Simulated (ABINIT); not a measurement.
Here is an ABINIT 10.8.3 (patched build) calculation.

run.abi

```
# Pseudopotentials
pp_dirpath "./"
pseudos "Cu.upf"

# Structure
acell 3*1.0 Angstrom
rprim
     2.5340966698     0.0000000000     0.0000000000
    -1.2670483349     2.1945920917     0.0000000000
     0.0000000000     0.0000000000     4.1125710000
ntypat 1
znucl 29
natom 2
typat 1 1
xred
     0.6666666667     0.3333333333     0.7500000000
     0.3333333333     0.6666666667     0.2500000000

# Plane-wave basis
ecut 1251.723767 eV

# k points
kptopt 1
ngkpt 9 9 5
nshiftk 1
shiftk 0.0 0.0 0.0

# Exchange and correlation
ixc 7

# Bands and occupations
nband 23
occopt 3
tsmear 0.00183747

# SCF cycle
nstep 100
tolvrs 1.0e-10

# Output
iomode 3
prtwf 0
prteig 0
prtebands 0
enunit 2
prtden 1
prtvha 1
prtvclmb 1
prtpot 1
prtelf 1
```

Potentials or basis: PseudoDojo NC SR LDA v0.4.1 standard.

Launch:

```bash
$ mpirun --bind-to none -np 4 abinit run.abi > log 2>&1
```

Predict the pressure.

-8.6 GPa.

Predict the band gap on the k mesh.

none (metal or under the smearing width).

Stress tensor (GPa, compression positive):
```
-9.99  0.00  0.00
 0.00 -9.99  0.00
 0.00  0.00 -5.78
```
